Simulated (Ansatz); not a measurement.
Phases of TiC at 51 GPa

Structure types of TiC are relaxed in primitive cells with their symmetry kept at 51 GPa, on PAW files; LAPW relaxes the small cells further and takes the PAW cell for the others (marked *). The enthalpy is E + pV at zero temperature, without zero-point motion. Only the types listed were tried, and differences under about 5 meV/atom are mesh noise. Not among the end structures: zincblende, which may lie lower.

All numbers are PBE results (scalar-relativistic) from Ansatz 0.2.0, with Fermi–Dirac smearing of 0.08 eV, no spin polarisation. Methods: LAPW: all electrons, basis error target 0.5 meV/atom; PAW: frozen-core files, cutoff 420 eV.

k meshes: rocksalt 16×16×16, CsCl 15×15×15, WC 16×16×14, NiAs 11×11×6.

Question: Order the types by LAPW enthalpy, lowest first.
A. NiAs
B. CsCl
C. rocksalt
D. WC

Answer: C (0 meV/atom), A (597 meV/atom), D (829 meV/atom), B (1090 meV/atom).

| start type | ends as | a, b, c (Å) | V (Å³/atom) | H − H(lowest), LAPW (meV/atom) | same, PAW |
| --- | --- | --- | --- | --- | --- |
| rocksalt | rocksalt, Fm-3m | 4.120, 4.120, 4.120 | 8.74 | 0.0 | 0.0 |
| CsCl | CsCl, Pm-3m | 2.564, 2.564, 2.564 | 8.43 | 1089.7 | 1089.1 |
| WC | WC, P-6m2 | 2.841, 2.841, 2.603 | 9.10 | 829.2 | 828.4 |
| NiAs* | NiAs, P6_3/mmc | 2.865, 2.865, 5.157 | 9.16 | 597.1 | 597.0 |

Question: Split the lead of rocksalt over NiAs into energy and pV.

Answer: For NiAs less rocksalt: ΔE = +464.2 meV/atom, and p·ΔV = 51 GPa × +0.4175 Å³ × 6.242 meV/(GPa·Å³) = +132.9 meV/atom, together 597.1 meV/atom. rocksalt wins on both counts.
